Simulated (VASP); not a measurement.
Here is a VASP 6.6.1 calculation.

File INCAR:

```
  PREC = Accurate
  ENCUT = 520
  EDIFF = 1E-6
  ISMEAR = -1
  SIGMA = 0.05
  LREAL = False
  LASPH = True
  NELM = 60
  ALGO = Fast
  ISIF = 2
  LWAVE = False
  LCHARG = True
  LDIPOL = True
  IDIPOL = 3
  DIPOL = 0.5 0.5 0.500
  GGA = 91
  LELF = True
  LVHAR = True
  LVACPOTAV = True
```

KPOINTS

```
Automatic mesh
0
Gamma
  9 9 1
```

The input POSCAR:

```
Zn
1.0
    2.6169740200      0.0000000000      0.0000000000
   -1.3084870100      2.2681701736      0.0000000000
    0.0000000000      0.0000000000     27.1587934876
Zn
6
Direct
    0.3393536486      0.6787072973      0.2761536518
    0.0115275509      0.0230551018      0.3651252919
    0.3508811995      0.7017623991      0.4550417640
    0.6902348482      0.3804696963      0.5449582360
    0.3624087504      0.7248175009      0.6339298761
    0.7017623991      0.4035247981      0.7238463482
```

Potentials or basis: VASP PAW PBE potentials, release 64 (Zn).

Command:

```bash
$ cat potpaw_PBE.64/Zn/POTCAR > POTCAR
$ mpirun -np 1 vasp_std > vasp.out
```

Q: Predict the work function of the upper face.

A: 4.07 eV.

Q: Predict the work function of the lower face.

A: 4.07 eV.

Q: Estimate the largest force.

A: 0.310 eV/Å.

Q: Estimate the band gap on the k mesh.

A: None (metal or under the smearing width).

Forces in eV/Å, atoms in the order of the input:
```
Zn   0.000  0.013 -0.309
Zn   0.000 -0.002 -0.007
Zn   0.000  0.000 -0.031
Zn   0.000  0.003  0.016
Zn   0.000 -0.003  0.073
Zn   0.000 -0.011  0.257
```

Caveat: the PAW data sets were made with another functional, which shifts forces and pressure a little.
